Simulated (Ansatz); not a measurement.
## KTaO3: changing the strain (εxx = s, εyy = s)

```
Ta K O
1.0
     3.98830    0.00000    0.00000
     0.00000    3.98830    0.00000
     0.00000    0.00000    3.98830
Ta K O
1 1 3
Cartesian
  0.0000 0.0000 0.0000
  1.9942 1.9942 1.9942
  0.0000 0.0000 1.9942
  0.0000 1.9942 0.0000
  1.9942 0.0000 0.0000
```

The cell comes from a database or a generator and needn't be the form met in nature.

Kept alike: task band structure; functional PBEsol; k mesh 6 × 6 × 6; occupations fermi-dirac, width 0.05 eV; no spin polarisation. Program: Ansatz, Ansatz PAW, cutoff 420 eV. The mesh is that of the run's cell of 5 atoms. No spin-orbit coupling.

| run | band gap (eV) | free energy over the lowest row (meV/atom) |
| --- | --- | --- |
| A | 1.885 | 61.01 |
| B | 2.008 | 16.98 |
| C | 2.193 | 16.45 |
| D | 2.070 | 4.72 |
| E | 2.130 | 0.00 |
| F | 2.162 | 3.57 |
| G | 2.250 | 73.96 |

The cell shown is the unstrained one; x, y and z are its Cartesian axes; atoms keep their fractions. Gaps are the smaller of the mesh's and the band path's. All rows use potentials made for PBE.

Question: The runs differ in the strain (εxx = s, εyy = s) alone: -0.04; -0.02; -0.01; 0; 0.01; 0.02; 0.04. Which run is which?

Answer: Run A is 0.04; run B is 0.02; run C is -0.02; run D is 0.01; run E is 0; run F is -0.01; run G is -0.04. The band gap falls from 2.250 to 1.885 eV between -0.04 and 0.04. That is -0.046 eV for each per cent of strain near s = 0. The free energy is lowest at 0, and 73.96 meV an atom higher at -0.04.
